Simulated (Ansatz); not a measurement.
CdS (Greenockite), 4 atoms in the cell. Symmetry: P6_3mc, No. 186, hexagonal system. The conventional cell has a = 4.150 Å, b = 4.150 Å, c = 6.737 Å, α = 90.00°, β = 90.00°, γ = 120.00°. Cd (site symmetry 3m) has 4 S at 2.53 to 2.54 Å as nearest neighbours. S (site symmetry 3m) has 4 Cd at 2.53 to 2.54 Å as nearest neighbours. 

- Program: Ansatz 0.2.0
- Task: single point
- Functional: PBE
- Potentials or basis: Ansatz PAW
- Cutoff: 420 eV (not typed: the program's choice for these potentials)
- k mesh: 7 × 7 × 4
- Occupations: gaussian, width 0.025 eV
- Spin: no spin polarisation

Potentials or basis: Ansatz PAW.

The run is started by

```sh
$ ansatz run input.yaml --threads 2 --pin off --max-ram 5632MiB --backend cpu --events-out ev --progress --plain --runs-dir out
```

Hardware: 2 threads of Intel(R) Xeon(R) Processor @ 2.50GHz (Skylake/Cascade Lake), with other jobs on the host.

Question: Estimate the wall time of this run.

Answer: Wall time 5.8 s on 2 threads of Intel(R) Xeon(R) Processor @ 2.50GHz (Skylake/Cascade Lake), on a shared host, peak memory 0.38 GiB. Counts: scf iterations 6, plane waves 1973, k points 24, bands 32.
